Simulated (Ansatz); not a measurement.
Starting cell, ZrO2 (fluorite):

```xyz
6
Lattice="0.0000 5.1159 5.1159 2.5579 2.5579 5.1159 2.5579 2.5579 0.0000" Properties=species:S:1:pos:R:3 pbc="T T T"
Zr     0.0000     0.0000     0.0000
Zr     2.5579     5.1159     2.5579
O      1.2790     1.2790     1.2790
O      1.2790     3.8369     3.8369
O      3.8369     3.8369     3.8369
O      3.8369     6.3948     6.3948
```

The atoms are displaced by Q × the pattern below (from a DFPT mode at X = (0.5, 0.5, 0.0), largest move 1; Q in Å), at fixed cell. (q is in reciprocal vectors of the primitive cell; the cell shown is doubled to hold the pattern.)

```csv
atom,x,y,z
O3,0.000,0.000,1.000
O4,0.000,0.000,-1.000
O5,0.000,0.000,1.000
O6,0.000,0.000,-1.000
```

Atoms not listed stay in place.

Method: PBE (plane waves to 420 eV, PAW, scalar-relativistic; Ansatz, a first-principles code). k mesh 11×11×11 (Γ-centred), Fermi-Dirac smearing 0.05 eV. The PAW data are Ansatz's earlier set. This is a high-temperature form of ZrO2. ZrO2 is run without spin polarisation. ZrO2 was relaxed with its symmetry unable to fall. 

```tsv
Q (Å)	−dE/dQ from forces (eV/Å)
-0.440	5.459
-0.367	3.063
-0.293	1.078
-0.220	-0.302
-0.147	-0.920
-0.073	-0.740
0.000	0.000
0.073	0.740
0.147	0.920
0.220	0.302
0.293	-1.078
0.367	-3.063
0.440	-5.459
```

### Question
What harmonic wavenumber does the curvature at Q = 0 give?

### Answer
220i cm⁻¹. E″ = -11.36 eV/Å², M = Σ mᵢ|uᵢ|² = 64.0 u, ν̃ = 521.5·√(|E″|/M), imaginary since E″ < 0.

(A displaced cell: forces are minus the slopes of the energy, force constants its curvatures, and phonons follow from these.)
